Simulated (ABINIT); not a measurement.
Crystal: Co.

```
CELL_PARAMETERS angstrom
2.47200 0.00000 0.00000
-1.23600 2.14081 0.00000
0.00000 0.00000 4.02114
ATOMIC_POSITIONS crystal
Co 0.66667 0.33333 0.75000
Co 0.33333 0.66667 0.25000
```

Base run:

| Item | Value |
| --- | --- |
| Program | ABINIT 10.8.3 (patched build) |
| Functional | PBE |
| Potentials or basis | JTH PAW PBE v2.0 |
| Cutoff | 707 eV |
| k mesh | 12 × 12 × 7 |
| Occupations | fermi-dirac, width 0.05 eV |
| Spin | collinear spin, ferromagnetic start |
| Starting moments | [2.0, 2.0] μB |

Its results: band gap on the k mesh none (metal or under the smearing width); pressure 5.1 GPa; net moment 3.21 μB per cell; site moments Co +1.68 μB.

Problem. After a change of settings the same cell gave: band gap on the k mesh none (metal or under the smearing width); pressure -4.8 GPa; net moment 3.20 μB per cell; site moments Co +1.67 μB. Which change was it?
A. k mesh from 12 × 12 × 7 to 7 × 7 × 4
B. k mesh from 12 × 12 × 7 to 10 × 10 × 6
C. functional from PBE to PBEsol
D. functional from PBE to PBEsol; k mesh from 12 × 12 × 7 to 5 × 5 × 3

Solution. C.

PBEsol binds more tightly than PBE, so the same cell stands under less pressure.

Caveats: the PAW data sets were made with another functional, which shifts forces and pressure a little (some runs).

Not every run made on this cell is shown here.
